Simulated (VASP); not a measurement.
## Si in VASP 6.6.1, single-point calculation

INCAR

```
PREC = Accurate
ENCUT = 520
GGA = PE
IBRION = -1
EDIFF = 0.0001
ISIF = 2
NBANDS = 11
NSW = 0
LASPH = .TRUE.
ISMEAR = -1
NELM = 120
SIGMA = 0.02
LWAVE = .FALSE.
LCHARG = .FALSE.
LREAL = .FALSE.
```

KPOINTS

```
KPOINTS created by Atomic Simulation Environment
0
Monkhorst-Pack
8 8 8
0 0 0
```

POSCAR

```
Si
 1.0000000000000000
    -0.0408317834000000    2.7221188957000000    2.7221188957000000
     2.7221188957000000   -0.0408317834000000    2.7221188957000000
     2.6812871123000002    2.6812871123000002    0.0000000000000000
 Si
   2
Cartesian
  0.0000000000000000  0.0000000000000000 -0.0102442506974488
  1.3406435561500001  1.3406435561500001  1.3713036985474489
```

The recommended PBE PAW datasets give the neutral cell 8 valence electrons.

Command

```
mpirun -np 1 vasp_std
```

**Question.** Predict the outcome of this run.

**Answer.** It converged. Results: gap between bands v and c on the k mesh 0.59 eV; least direct gap on the k mesh 2.52 eV; pressure 1.2 GPa; largest force 0.02 eV/Å. Band v is the last that the valence electrons fill when counted band by band, and c is the next.

OSZICAR

```
N       E                     dE             d eps       ncg     rms          rms(c)
DAV:   1     0.611510709640E+01    0.61151E+01   -0.31428E+03  3176   0.558E+02
DAV:   2    -0.104982698253E+02   -0.16613E+02   -0.15797E+02  4299   0.834E+01
DAV:   3    -0.110133149217E+02   -0.51505E+00   -0.51354E+00  4015   0.123E+01
DAV:   4    -0.110173231013E+02   -0.40082E-02   -0.40077E-02  3766   0.139E+00
DAV:   5    -0.110173635876E+02   -0.40486E-04   -0.40486E-04  4009   0.130E-01    0.483E+00
DAV:   6    -0.108940694196E+02    0.12329E+00   -0.71173E-02  3629   0.110E+00    0.294E+00
DAV:   7    -0.108379746833E+02    0.56095E-01   -0.13672E-01  3639   0.164E+00    0.184E-01
DAV:   8    -0.108392264205E+02   -0.12517E-02   -0.64857E-03  3645   0.442E-01    0.868E-02
DAV:   9    -0.108394156464E+02   -0.18923E-03   -0.19130E-04  3996   0.864E-02    0.593E-02
DAV:  10    -0.108394487682E+02   -0.33122E-04   -0.29007E-05  2299   0.301E-02
   1 F= -.10839449E+02 E0= -.10839449E+02  d E =-.185814E-08
```

Standard output (part)

```
POSCAR found type information on POSCAR Si
 POSCAR found :  1 types and       2 ions
 LDA part: xc-table for (Slater+PW92), standard interpolation
 POSCAR, INCAR and KPOINTS ok, starting setup
 WAVECAR not read
 entering main loop
```

These settings aren't sound, so the numbers aren't properties of the crystal. The shifted mesh misses Γ, so a band edge there is missed.

On sound settings PBE gives a gap of 0.37 eV on its mesh and a pressure of 1.3 GPa for the intended cell.
